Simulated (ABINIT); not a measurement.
# ZnSe (Stilleite) in ABINIT: convergence with cutoff

Input of the first run (cutoff 11 Ha); the others differ in this setting and in those tied to it:

File run.abi:

```
# Pseudopotentials
pp_dirpath "./"
pseudos "Se.hgh, Zn.hgh"

# Structure
acell 4.0075983931 4.0075983931 4.0075983931 Angstrom
rprim
     0.0000000000     0.7071067812     0.7071067812
     0.7071067812     0.0000000000     0.7071067812
     0.7071067812     0.7071067812     0.0000000000
ntypat 2
znucl 34 30
natom 2
typat 1 2
xred
     0.7500000000     0.7500000000     0.7500000000
     0.0000000000     0.0000000000     0.0000000000

# Plane-wave basis
ecut 299.325249 eV

# k points
kptopt 1
ngkpt 8 8 8
nshiftk 1
shiftk 0.0 0.0 0.0

# Exchange and correlation
ixc 7

# Bands and occupations
nband 8
occopt 7
tsmear 0.00367493

# SCF cycle
nstep 100
tolvrs 1.0e-10

# Output
iomode 3
prtwf 0
prtden 0
prteig 0
prtebands 0
```

Potentials or basis: HGH LDA.

Run with:

```sh
$ abinit run.abi > log 2>&1
```

Hardware: 1 thread of Arm Neoverse V2, on a shared host.

```csv
cutoff,"energy less the tightest run, at zero smearing (meV/atom)",gap on the mesh (eV),SCF cycles,CPU time (s),peak memory (GiB)
11 Ha,467.61,1.580,8,2.4,0.06
13.5 Ha,224.09,1.612,9,3.6,0.06
16 Ha,114.17,1.648,9,4.9,0.06
19 Ha,54.41,1.668,9,5.5,0.06
23 Ha,21.70,1.673,9,8.6,0.06
27 Ha,8.43,1.673,9,9.6,0.06
31 Ha,3.14,1.672,9,13,0.07
36.5 Ha,0.68,1.671,9,18,0.08
43 Ha,0.00,1.671,9,23,0.09
```

Against the tightest run, the energy stays within 1 meV/atom from 36.5 Ha on; the gap on the mesh stays within 0.01 eV from 19 Ha on. The tightest run that finished is the yardstick and may itself not be fully converged.

Caveat, for the tightest run too: HGH potentials are hard and often keep d shells in the core, so these values are rough.
